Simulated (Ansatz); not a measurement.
P on several prototypes, a ranking of structure types by relaxed energy

Computed with the Python package of Ansatz (0.2.0).

Interactive session:
```pycon
>>> import warnings
>>> import ansatz as az
>>> import numpy as np
>>> import pandas as pd
>>> import spglib
>>> def fcc(a_site, a):
...     return (
...         az.Lattice.fcc(a)
...         .space_group(225)
...         .atom(a_site, [0, 0, 0])
...         .primitive()
...     )
...
>>> def bcc(A, a):
...     return az.Crystal.bcc(A, a=a)
...
>>> def hcp(a_site, a):
...     return (
...         az.Lattice.from_parameters(a, a, 1.633 * a, alpha=90, beta=90, gamma=120)
...         .space_group(194)
...         .atom(a_site, [1 / 3, 2 / 3, 0.25])
...     )
...
>>> def compute(name, crystal):
...     calc = (
...         crystal.calculation()
...         .functional("pbe")
...         .basis(470)
...         .kpoints(spacing=0.3)
...         .occupations("gaussian", width=0.05)
...         .stress()
...         .band_table()
...     )
...     calc = calc.relax(force_tolerance=0.01, cell=True)
...     return calc.run(threads=1, pin="off")
...
>>> def relaxed_twice(name, crystal):
...     # the second pass draws mesh and plane waves anew for the relaxed cell
...     first = compute(name, crystal)
...     again = az.Crystal(lattice=az.Lattice.of(first.lattice.cell_ang))
...     for site in first.report["lattice"]["sites"]:
...         again = again.atom(site["symbol"], site["position_frac"])
...     return compute(name, again)
...
>>> def space_group(outcome):
...     sites = outcome.report["lattice"]["sites"]
...     kinds = sorted({site["symbol"] for site in sites})
...     cell = (outcome.lattice.cell_ang, [site["position_frac"] for site in sites], [kinds.index(site["symbol"]) for site in sites])
...     return spglib.get_spacegroup(cell, symprec=0.01)
...
>>> def gap_ev(outcome):
...     # nan where the run reports no band edges: a metal, overlapping bands, or a gap that is small against the smearing
...     edges = outcome.report.get("band_edges_ev")
...     return edges[1] - edges[0] if edges else float("nan")
...
>>> def pressure_gpa(outcome):
...     return float(np.trace(outcome.report["stress_gpa"]) / 3)
...
>>> # a is a first guess in angstrom
>>> warnings.simplefilter("ignore")
>>> phases = {}
>>> phases["fcc"] = fcc("P", 3.88)
>>> phases["bcc"] = bcc("P", 3.08)
>>> phases["hcp"] = hcp("P", 2.75)
>>> done = {name: relaxed_twice(name, crystal) for name, crystal in phases.items()}
>>> energy = {name: o.report["energy_sigma0_ev"] / len(o.lattice.sites) for name, o in done.items()}
>>> lowest = min(energy.values())
>>> rows = [(name, len(o.lattice.sites), 1000 * (energy[name] - lowest), space_group(o), gap_ev(o), pressure_gpa(o)) for name, o in done.items()]
>>> rows.sort(key=lambda row: row[2])
>>> print(pd.DataFrame(rows, columns=["phase", "atoms", "dE (meV/atom)", "space group", "gap (eV)", "P (GPa)"]).round(4).to_string(index=False))
phase  atoms  dE (meV/atom)    space group  gap (eV)  P (GPa)
  bcc      1         0.0000    Im-3m (229)       NaN  -0.0065
  hcp      2        65.0120 P6_3/mmc (194)       NaN   0.0252
  fcc      1       118.5617    Fm-3m (225)       NaN   0.0044
```

By space group at the end of each run: Im-3m (+0 meV an atom, 14.3 Å³), P6_3/mmc (+65 meV an atom, 14.3 Å³) and Fm-3m (+119 meV an atom, 14.5 Å³).

What to keep in mind:
- Pressure is positive in compression.
- Gaps and levels are Kohn-Sham values on a finite set of k-points.
- The cells are built on prototypes, so most aren't the phase found in nature. Rows bear the name of their start, and a relaxation keeps or raises the symmetry. Differences under about 40 meV an atom lie within the error of mesh and functional.
- Hardware and time: 16 s on 1 thread of Arm Neoverse V1, on a shared host, peak memory 0.4 GiB.
